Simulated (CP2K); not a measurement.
The system is Ti.

```xyz
1
Lattice="2.8709 0.0000 0.0000 1.4354 2.4862 0.0000 1.4354 0.8287 2.3440" Properties=species:S:1:pos:R:3 pbc="T T T"
Ti    0.0000    0.0000    0.0000
```

This isn't the form of Ti at room conditions, which is hcp.

Program: CP2K 2026.2. Alike in all runs: no spin polarisation; cell as given; k mesh 11 × 11 × 11.

Task: Order these runs on this cell by their pressure, lowest first.
A. level LDA; potentials or basis GTH_POTENTIALS Ti GTH-PADE-q12; TZVP-MOLOPT-PBE-GTH basis; smearing gaussian 0.02 eV; NGRIDS 4; basis sets Ti TZVP-MOLOPT-PBE-GTH-q12; potentials Ti GTH-PADE-q12 of GTH_POTENTIALS; CUTOFF of the grids 450 Ry
B. level PBEsol; potentials or basis POTENTIAL_UZH Ti GTH-PBE-q12; TZVP-MOLOPT-PBE-GTH basis; smearing gaussian 0.02 eV; NGRIDS 5; basis sets Ti TZVP-MOLOPT-PBE-GTH-q12; potentials Ti GTH-PBE-q12 of POTENTIAL_UZH; CUTOFF of the grids 450 Ry
C. level r2SCAN+D4; potentials or basis POTENTIAL_UZH Ti GTH-SCAN-q12; TZVP-MOLOPT-SCAN-GTH basis; smearing methfessel-paxton 0.2 eV; NGRIDS 5; basis sets Ti TZVP-MOLOPT-SCAN-GTH-q12; potentials Ti GTH-SCAN-q12 of POTENTIAL_UZH; CUTOFF of the grids 675 Ry; hirshfeld SHAPE_FUNCTION DENSITY

Result: A (-4.9 GPa), B (-0.6 GPa), C (3.8 GPa).

Caveats: the basis of atomic orbitals isn't converged, which shifts pressures, moduli and gaps; the potentials were made for another functional, which shifts forces and pressure (some runs); pairwise dispersion overbinds metals, which lowers pressure and volume (some runs).

Runs at the PBE level aren't shown here.
